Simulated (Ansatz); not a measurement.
# Cr under compression and expansion

Space group Fm-3m (No. 225). a = 3.622 Å, b = 3.622 Å, c = 3.622 Å, α = 90.00°, β = 90.00°, γ = 90.00°
| atom | site | symmetry | x | y | z |
| --- | --- | --- | --- | --- | --- |
| Cr | 4a | m-3m | 0.0000 | 0.0000 | 0.0000 |

The runs use the primitive cell with vectors (0.000, 1.811, 1.811), (1.811, 0.000, 1.811), (1.811, 1.811, 0.000) Å, to which the k mesh refers.

The structure comes from a relaxation in the same program, started in the fcc type, and has space group Fm-3m. Whether it is a known phase or the ground state wasn't checked.

All numbers are computed: DFT, PBE, all-electron LAPW, scalar-relativistic (Ansatz 0.2.0); DFT, PBE, PAW with Ansatz's default frozen-core files, scalar-relativistic (Ansatz 0.2.0).

For LAPW: a Γ-centred 20×20×20 k mesh, Fermi–Dirac smearing of 0.05 eV, basis error target 1 meV/atom, spin-polarised from start moments Cr 3 μB (the moments died away, and the run ended non-magnetic). PAW takes a cutoff of 420 eV at this cell. The Ansatz runs share mesh, smearing and spin set-up. Plane-wave (PAW) pressures include the program's estimate of the Pulay term.

The cell above is scaled evenly, with fractional coordinates and shape held.

Question: Estimate the equilibrium volume and bulk modulus that full-potential LAPW gives for this fixed shape.

Answer: V0 = 11.88 Å³/atom, B0 = 237 GPa, B0′ = 4.2, from a third-order Birch–Murnaghan fit to these pressures:
| V/V(cell) | V (Å³/atom) | P, LAPW (GPa) | P, PAW (GPa) | free energy over the lowest listed, PAW (meV/atom) |
| --- | --- | --- | --- | --- |
| 0.9600 | 11.406 | 10.49 | 10.56 | 15.1 |
| 0.9800 | 11.643 | 4.95 | 5.01 | 3.7 |
| 1.0000 | 11.881 | -0.05 | 0.00 | 0.0 |
| 1.0200 | 12.119 | -4.56 | -4.51 | 3.4 |
| 1.0400 | 12.356 | -8.62 | -8.59 | 13.2 |

PAW's V0 lies 0.02 % from the all-electron value and its B0 0.1 %. Symmetry fixes shape and coordinates here, so this is the relaxed modulus.
